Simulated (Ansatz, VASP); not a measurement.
Given: the input of a run of Ansatz 0.2.0 on ZnS.

Contents of input.yaml:

```yaml
crystal:
  lattice:
    - [0.0, 2.702, 2.702]
    - [2.702, 0.0, 2.702]
    - [2.702, 2.702, 0.0]
  atoms:
    - { symbol: Zn, position: [0.75, 0.75, 0.75] }
    - { symbol: S, position: [0.0, 0.0, 0.0] }
hamiltonian:
  xc: pbe
  pseudopotentials: { kind: paw }
kpoints:
  mp_grid: { grid: [9, 9, 9] }
scf:
  occupations: { method: gaussian, width: 0.016 }
output:
  forces: true
  stress: true
  eigenvalues: true
```

Potentials or basis: Ansatz PAW.

Launch:

```sh
$ ansatz run input.yaml --threads 2 --pin off --max-ram 5632MiB --backend cpu --events-out ev --progress --plain --runs-dir out
```

**Question.** Set up the same calculation for VASP 6.6.1. Potentials there: VASP PAW PBE potentials, release 64 (Zn, S).

**Answer.** As run (the cutoff follows the program's own potentials):

The input INCAR:

```
SYSTEM = ZnS
PREC = Accurate
ENCUT = 520
EDIFF = 1E-6
ISMEAR = 0
SIGMA = 0.016
LREAL = .False.
LASPH = .True.
NELM = 60
ALGO = Normal
ISIF = 2
LWAVE = .False.
LCHARG = .False.
GGA = PE
NBANDS = 16
```

Contents of KPOINTS:

```
Automatic mesh
0
Gamma
  9 9 9
  0 0 0
```

File POSCAR:

```
ZnS
1.0
    0.0000000000      2.7020000000      2.7020000000
    2.7020000000      0.0000000000      2.7020000000
    2.7020000000      2.7020000000      0.0000000000
Zn S
1 1
Direct
    0.7500000000      0.7500000000      0.7500000000
    0.0000000000      0.0000000000      0.0000000000
```

Potentials or basis: VASP PAW PBE potentials, release 64 (Zn, S).

Command:

```bash
$ cat potpaw_PBE.64/Zn/POTCAR potpaw_PBE.64/S/POTCAR > POTCAR
$ mpirun -np 1 vasp_std > vasp.out
```

Both were run:

|  | VASP | Ansatz | Ansatz less VASP |
| --- | --- | --- | --- |
| gap on the k mesh at the Fermi level (eV) | 2.11 | 2.11 | -0.005 |
| least direct gap on the mesh (eV) | 2.11 | 2.11 | -0.005 |
| pressure (GPa) | 1.8 | 1.6 | -0.16 |

Caveats: odd divisions of the mesh miss points on the zone boundary, where band edges often lie, so the gap on the mesh can be too wide (Ansatz). PBE gaps usually lie below the measured ones, often by a third to a half.
